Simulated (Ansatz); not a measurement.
The calculation used DFT r2SCAN, scalar-relativistic, plane waves, PAW (Ansatz). All cells share a 500 eV cutoff and Γ-centred k meshes spaced at most 0.3 Å⁻¹ (0.19 for metals, 2π included).

All energies are static (0 K, no zero-point motion). The comparison covers the computed candidates alone. For metals, differences of a few meV/atom aren't resolved. Weakly bound directions are ill-defined at this level, which has no dispersion term (InSe C2/m). No run is spin-polarised.

8 distinct structures were compared, and 4 of them are shown here.

Question: Which of these relaxed structures of InSe is the lowest in energy?
A. Space group C2/m (No. 12), monoclinic, a = 11.631 Å, b = 4.102 Å, c = 5.073 Å, β = 109.7°. Around In lie 3 Se at 2.68–2.69 Å and 1 In at 2.80 Å; Se has 3 In at 2.68–2.69 Å.
B. Space group Pm-3m (No. 221), cubic, a = 3.599 Å. In has 8 Se at 3.12 Å and 6 In at 3.60 Å; Se is coordinated by 8 In at 3.12 Å and 6 Se at 3.60 Å.
C. Space group Fm-3m (No. 225), cubic, a = 5.859 Å. In has 6 Se at 2.93 Å; Se is coordinated by 6 In at 2.93 Å.
D. Space group P6_3mc (No. 186), hexagonal, a = 4.132 Å, c = 8.521 Å. Around In lie 4 Se at 2.76–2.88 Å; around Se lie 4 In at 2.76–2.88 Å.

Answer: A. The C2/m (No. 12) one; the nearest of the others lies 101 meV/atom higher.